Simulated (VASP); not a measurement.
The system is Zn2SnN2.

```xyz
5
Lattice="-2.4599 2.4599 3.0838 2.4599 -2.4599 3.0838 2.4599 2.4599 -3.0838" Properties=species:S:1:pos:R:3 pbc="T T T"
Zn    0.0000    2.4599    0.0000
Zn    2.4599    0.0000    0.0000
Sn    0.0000    0.0000    0.0000
N     0.0000    2.4599    1.5419
N     2.4599    0.0000    1.5419
```

The cell was built by a generator and needn't be a form met in nature.

- Program: VASP 6.6.1
- Task: relaxation of cell and atoms
- Functional: PBE
- Potentials or basis: VASP PAW PBE potentials, release 64 (Zn, Sn_d, N)
- Cutoff: 520 eV
- k mesh: 4 × 4 × 4
- Occupations: gaussian, width 0.15 eV
- Spin: no spin polarisation

At the start: pressure 64.3 GPa; volume 14.93 Å³/atom.

Task: How do energy, volume and symmetry change on relaxing?

Result: Over 22 steps the energy falls by 1025.0 meV/atom and the volume is 21.61 Å³/atom (+44.7 %); space group I4/mmm (No. 139, to 0.05 Å).

Step by step:
```tsv
step	energy change (eV)	largest force (eV/Å)	pressure (GPa)	volume (Å³)
1	0.0000	0.0000	64.28	74.64
2	3.5792	0.0000	-15.15	152.28
3	257.0682	0.0000	28.02	99.75
4	79.6768	0.0000	28.94	120.84
5	7.1878	0.0000	-7.77	138.12
6	0.0429	0.0000	-11.73	129.33
7	-0.9965	0.0000	-11.67	125.05
8	-1.2946	0.0000	-11.21	122.94
9	13.0390	0.0000	22.46	94.48
10	-3.6865	0.0000	-6.65	109.14
11	-4.7586	0.0000	-2.37	103.59
12	-4.8897	0.0000	7.95	97.17
13	-4.9693	0.0000	2.91	99.83
14	-4.9707	0.0000	3.40	99.37
15	-5.0917	0.0000	2.77	104.08
16	-5.1043	0.0000	1.73	108.99
17	-5.1114	0.0000	1.36	107.59
18	-5.1085	0.0000	1.64	105.83
19	-5.1112	0.0000	1.62	106.52
20	-5.0978	0.0000	-2.56	110.96
21	-5.1252	0.0000	-0.45	108.47
22	-5.1249	0.0000	0.40	108.03
```

Final structure:
```xyz
5
Lattice="-2.7688 2.7688 3.5230 2.7688 -2.7688 3.5230 2.7688 2.7688 -3.5230" Properties=species:S:1:pos:R:3 pbc="T T T"
Zn    0.0000    2.7688    0.0000
Zn    2.7688    0.0000    0.0000
Sn    0.0000    0.0000    0.0000
N     0.0000    2.7688    1.7615
N     2.7688    0.0000    1.7615
```

Caveat: the k mesh is coarse (spacing up to 0.45 Å⁻¹), so the values aren't converged; the volume moved by over 15 % at a fixed basis, so the end points are rough.
